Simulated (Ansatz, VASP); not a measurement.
**KI: VASP beside Ansatz**

The input INCAR:

```
SYSTEM = KI
PREC = Accurate
ENCUT = 520
EDIFF = 1E-6
ISMEAR = 0
SIGMA = 0.05
LREAL = .False.
LASPH = .True.
NELM = 80
ALGO = Normal
ISIF = 2
LWAVE = .False.
LCHARG = .True.
GGA = PE
LELF = .True.
LVHAR = .True.
NBANDS = 15
```

The input KPOINTS:

```
Automatic mesh
0
Gamma
  6 6 6
  0 0 0
```

The input POSCAR:

```
KI
1.0
    0.0000000000      3.8065140000      3.3835680000
    3.8065140000      0.0000000000      3.3835680000
    3.8065140000      3.8065140000      0.0000000000
K I
1 1
Direct
    0.0000000000      0.0000000000      0.0000000000
    0.5000000000      0.5000000000      0.5000000000
```

Input for Ansatz:

```yaml
crystal:
  lattice:
    - [0.0, 3.806514, 3.383568]
    - [3.806514, 0.0, 3.383568]
    - [3.806514, 3.806514, 0.0]
  atoms:
    - { symbol: K, position: [0.0, 0.0, 0.0] }
    - { symbol: I, position: [0.5, 0.5, 0.5] }
basis:
  ecutwfc: 420
kpoints:
  mp_grid: { grid: [6, 6, 6] }
hamiltonian:
  xc: pbe
scf:
  occupations: { method: gaussian, width: 0.05 }
output:
  forces: true
  stress: true
  eigenvalues: true
```

Change from the starting cell: strain +0.080 along x and y, -0.040 along z, atoms carried along.

Alike in both runs: task single point; functional PBE; k mesh 6 × 6 × 6; occupations gaussian, width 0.05 eV; no spin polarisation.

```csv
,VASP,Ansatz
version,VASP 6.6.1,Ansatz 0.2.0
potentials or method,"VASP PAW PBE potentials, release 64 (K_sv, I)","scalar-relativistic, plane waves, PAW"
plane-wave cutoff (eV),520,420
valence electrons in the cell,16,26
```

```tsv
	VASP	Ansatz	Ansatz less VASP
gap on the k mesh at the Fermi level (eV)	3.72	3.73	+0.003
least direct gap on the mesh (eV)	3.72	3.73	+0.003
pressure (GPa)	-0.1	-0.1	-0.02
largest component of the traceless stress (GPa)	1.59	1.57	-0.020
```

The two sets of potentials don't hold the same shells in valence.

Caveats: spin-orbit coupling is left out, which moves the levels of the heavy elements.
